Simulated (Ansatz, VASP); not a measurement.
## One calculation of AlNi, two programs

```
Ni Al
1.0
     2.88100    0.00000    0.00000
     0.00000    2.88100    0.00000
     0.00000    0.00000    2.88100
Ni Al
1 1
Cartesian
  1.4405 1.4405 1.4405
  0.0000 0.0000 0.0000
```

Alike in both runs: functional BLYP; k mesh 9 × 9 × 9; occupations fermi-dirac, width 0.05 eV; collinear spin.

|  | VASP | Ansatz |
| --- | --- | --- |
| version | VASP 6.6.1 | Ansatz 0.2.0 |
| potentials or method | VASP PAW PBE potentials, release 64 (Ni, Al), cutoff 520 eV | all-electron LAPW, scalar-relativistic |
| task | single point | band structure |

```csv
,VASP,Ansatz,Ansatz less VASP
gap on the k mesh at the Fermi level (eV),none,none,-
pressure (GPa),6.9,6.5,-0.36
net moment per atom (μB),0.00,0.00,0.000
```

A gap of «none» marks a metal or a gap that the smearing closes. Ansatz ran all-electron here, so the differences hold the error of VASP's frozen core and of both bases.

Caveats: the PAW data sets were made with another functional, which shifts forces and pressure a little (VASP); the starting moments weren't kept (Ansatz).
